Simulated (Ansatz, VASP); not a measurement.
**AlN: VASP beside Ansatz**

```
CELL_PARAMETERS angstrom
0.00000 2.03452 1.97348
2.03452 0.00000 1.97348
2.03452 2.03452 0.00000
ATOMIC_POSITIONS crystal
Al 0.50000 0.50000 0.50000
N 0.00000 0.00000 0.00000
```

Change from the starting cell: strain +0.000 along x and y, -0.030 along z, atoms carried along.

Alike in both runs: task single point; functional PBE; k mesh 10 × 10 × 10; occupations gaussian, width 0.05 eV; no spin polarisation.

|  | VASP | Ansatz |
| --- | --- | --- |
| version | VASP 6.6.1 | Ansatz 0.2.0 |
| potentials or method | VASP PAW PBE potentials, release 64 (Al, N) | scalar-relativistic, plane waves, PAW |
| plane-wave cutoff (eV) | 520 | 420 |
| valence electrons in the cell | 8 | 8 |

VASP gave:

- gap on the k mesh at the Fermi level (eV): 4.47
- least direct gap on the mesh (eV): 5.75
- pressure (GPa): 8.6
- largest component of the traceless stress (GPa): 6.60

Task: What did Ansatz give for the same quantities?

Result: gap on the k mesh at the Fermi level (eV): 4.50; least direct gap on the mesh (eV): 5.74; pressure (GPa): 8.9; largest component of the traceless stress (GPa): 6.62.

With one functional, cell and mesh, what is left measures potentials, basis and numerics.

A k mesh can miss the band edges.
